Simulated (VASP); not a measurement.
**A VASP 6.6.1 single-point calculation on Ge**

INCAR

```
PREC = Accurate
SIGMA = 0.005
IBRION = -1
LCHARG = .FALSE.
EDIFF = 1E-7
NELM = 120
ISIF = 2
LWAVE = .FALSE.
NBANDS = 21
LASPH = .TRUE.
NSW = 0
ISMEAR = 1
LREAL = .FALSE.
GGA = PE
ENCUT = 520
ISYM = -1
```

KPOINTS

```
KPOINTS created by Atomic Simulation Environment
0
Gamma
4 4 4
0 0 0
```

POSCAR

```
Ge
 1.0000000000000000
     0.0000000000000000    2.7233985716000002    2.7233985716000002
     2.7233985716000002    0.0000000000000000    2.7233985716000002
     2.7233985716000002    2.7233985716000002    0.0000000000000000
 Ge
   2
Cartesian
  0.0000000000000000  0.0000000000000000  0.0000000000000000
  1.3616992857999999  1.3616992857999999  1.3616992857999999
```

The recommended PBE PAW datasets give the neutral cell 28 valence electrons.

Command

```
mpirun -np 1 vasp_std
```

Problem. Predict the outcome of this run.

Solution. It converged. Results: gap between bands v and c on the k mesh 0.55 eV; least direct gap on the k mesh 1.13 eV; pressure 15.1 GPa. Band v is the last that the valence electrons fill when counted band by band, and c is the next.

OSZICAR

```
N       E                     dE             d eps       ncg     rms          rms(c)
DAV:   1     0.186934611259E+03    0.18693E+03   -0.14381E+04  3018   0.377E+03
DAV:   2     0.179976278288E+02   -0.16894E+03   -0.16364E+03  2703   0.619E+02
DAV:   3    -0.778514811057E+01   -0.25783E+02   -0.25612E+02  3038   0.141E+02
DAV:   4    -0.861213897770E+01   -0.82699E+00   -0.82652E+00  3073   0.296E+01
DAV:   5    -0.862484609931E+01   -0.12707E-01   -0.12720E-01  3047   0.395E+00    0.386E+00
DAV:   6    -0.852567982058E+01    0.99166E-01   -0.30876E-02  3260   0.130E+00    0.229E+00
DAV:   7    -0.847793327871E+01    0.47747E-01   -0.77258E-02  3312   0.210E+00    0.168E-01
DAV:   8    -0.848035170757E+01   -0.24184E-02   -0.65519E-03  2883   0.706E-01    0.475E-02
DAV:   9    -0.848056478028E+01   -0.21307E-03   -0.26911E-04  3654   0.200E-01    0.156E-02
DAV:  10    -0.848056852971E+01   -0.37494E-05   -0.11451E-05  3718   0.689E-02    0.572E-03
DAV:  11    -0.848056992061E+01   -0.13909E-05   -0.25045E-06  3088   0.161E-02    0.101E-03
DAV:  12    -0.848056994627E+01   -0.25665E-07   -0.10632E-07  2448   0.993E-03
   1 F= -.84805699E+01 E0= -.84805745E+01  d E =0.135888E-04
```

These settings aren't sound, so the numbers aren't properties of the crystal.

On sound settings PBE gives a gap of 0.41 eV on its mesh and a pressure of 14.7 GPa for the intended cell.
